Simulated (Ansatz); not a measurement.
# FeCo3: tests of the settings

Aim, for FeCo3: test the plane-wave cutoff on the displaced cell.

Computed with Ansatz 0.2.0 (DFT PBEsol, scalar-relativistic, plane waves, PAW, unless a step's input says otherwise).

1 further run of the same task is left out (set aside as unsound or not needed). Runs told in other sessions of the task aren't counted.

**1. The system as given**

It takes space group P4/mmm (No. 123, tetragonal). The conventional cell has a = 2.466 Å, b = 2.466 Å, c = 7.063 Å, α = 90.00°, β = 90.00°, γ = 90.00°. Fe (site symmetry 4/mmm) has 4 Fe at 2.47 Å and 8 Co at 2.50 Å in its first shell of neighbours. Co (site symmetry 4mm) is surrounded by 8 Co at 2.46 to 2.47 Å and 4 Fe at 2.50 Å. Around Co (site symmetry 4/mmm) lie 12 Co at 2.46 to 2.47 Å.

Structure file:

```
CELL_PARAMETERS angstrom
2.46601 0.00000 0.00000
0.00000 2.46601 0.00000
0.00000 0.00000 7.06346
ATOMIC_POSITIONS crystal
Fe 0.00000 0.00000 0.00000
Co 0.50000 0.50000 0.74540
Co 0.00000 0.00000 0.50000
Co 0.50000 0.50000 0.25460
```

The structure comes from the Materials Project (structure only); it is used as listed.

**2. The base run, which the others are set against**

The input, input.yaml:

```yaml
crystal:
  lattice:
    - [2.46601, 0.0, 0.0]
    - [0.0, 2.46601, 0.0]
    - [0.0, 0.0, 7.063459]
  atoms:
    - { symbol: Fe, position: [0.0, 0.0, 0.0], spin: 2.76 }
    - { symbol: Co, position: [0.5, 0.5, 0.745404], spin: 1.86 }
    - { symbol: Co, position: [0.0, 0.0, 0.5], spin: 1.91 }
    - { symbol: Co, position: [0.5, 0.5, 0.254596], spin: 1.86 }
basis:
  ecutwfc: 420
kpoints:
  mp_grid: { grid: [16, 16, 6] }
hamiltonian:
  xc: pbesol
scf:
  occupations: { method: gaussian, width: 0.1 }
output:
  forces: true
  stress: true
  eigenvalues: true
  populations: true
magnetization:
  spin_polarized: true
```

It was run beforehand and gave: -4931.9203 eV/atom at zero smearing, pressure -2.63 GPa, largest force 0.162 eV/Å, no gap on the mesh, site moments Fe +2.43, Co +1.66 (×2), Co +1.73 μB, in 16 SCF cycles and 39 s.

The runs on the displaced cell use a copy made earlier, with the atoms moved and the axes strained (about 1 %) at random, so that forces and shear stress do not vanish.

**3. Plane-wave cutoff on the displaced cell: 200 eV**

The input, input.yaml:

```yaml
crystal:
  lattice:
    - [2.4660190726, 0.0217118594, -0.0073428951]
    - [0.0217118594, 2.4601911922, 0.0051766085]
    - [-0.0210324526, 0.0148274995, 6.9769620632]
  atoms:
    - { symbol: Fe, position: [0.0159906535, 0.0212507654, 0.0189906952], spin: 2.57 }
    - { symbol: Co, position: [0.4780615087, 0.4499106557, 0.7467203843], spin: 1.86 }
    - { symbol: Co, position: [0.001894125, 0.0205447825, 0.4985021227], spin: 1.87 }
    - { symbol: Co, position: [0.5526194222, 0.52519376, 0.2588874245], spin: 1.69 }
basis:
  ecutwfc: 200
kpoints:
  mp_grid: { grid: [12, 12, 4] }
hamiltonian:
  xc: pbesol
scf:
  occupations: { method: gaussian, width: 0.1 }
output:
  forces: true
  stress: true
  eigenvalues: true
  populations: true
magnetization:
  spin_polarized: true
```

Started as:

```
$ ansatz run input.yaml --threads 1 --pin off --max-ram 2560MiB --backend cpu --events-out ev --progress --plain --runs-dir out
```

The session goes on with these runs: plane-wave cutoff on the displaced cell: 250 eV; plane-wave cutoff on the displaced cell set to 300 eV; plane-wave cutoff on the displaced cell set to 350 eV; plane-wave cutoff on the displaced cell: 600 eV.

Q: Predict the outcome of the series: the values and the trend.

**Answer**, as computed:

| quantity | value |
| --- | --- |
| plane-wave cutoff on the displaced cell: within 10 and 1 meV/atom of 600 eV from | 420 eV for 10; none of the others for 1 |

What this shows: The last step in the plane-wave cutoff on the displaced cell still changes the energy by 2.91 meV/atom: the series is not settled to 1 meV/atom. Total energies converge more slowly with the cutoff than differences between like structures do. The pressure is off by up to 67.1 GPa. Forces stay within 0.01 eV/Å of the reference from 420 eV on. The cell's moment varies from 7.06 to 7.44 μB over the series. The settings are coarse, so take the values as rough.
